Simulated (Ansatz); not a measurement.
## TiSi2 in Ansatz: the effect of functional

TiSi2:

```
CELL_PARAMETERS angstrom
-1.49225 1.73466 4.26751
1.49225 -1.73466 4.26751
1.49225 1.73466 -4.26751
ATOMIC_POSITIONS crystal
Ti 0.00000 0.00000 0.00000
Si 0.67008 0.67008 0.00000
Si 0.32992 0.32992 0.00000
```

The cell comes from a database or a generator and needn't be the stable form of this composition.

The cell isn't the ideal one: volume scaled by 1.04.

Alike in all runs:

| Item | Value |
| --- | --- |
| Program | Ansatz 0.2.0 |
| Task | single point |
| Potentials or basis | Ansatz PAW |
| k mesh | 12 × 12 × 12 |
| Occupations | fermi-dirac, width 0.05 eV |
| Spin | no spin polarisation |

Question: One run gave: pressure -8.4 GPa. Which functional did it use?
A. r2SCAN
B. PBEsol
C. LDA

Answer: B.

| functional | cutoff | pressure (GPa) |
| --- | --- | --- |
| LDA | 420 eV (not typed: the program's choice for these potentials) | -11.1 |
| PBEsol | 420 eV (not typed: the program's choice for these potentials) | -8.4 |
| r2SCAN | 500 eV (not typed: the program's choice for these potentials) | -7.3 |

Caveats: the PAW data sets come from PBE, with cores solved anew for the run's functional, which leaves a small shift of forces and pressure.

Runs at the PBE level aren't shown here.
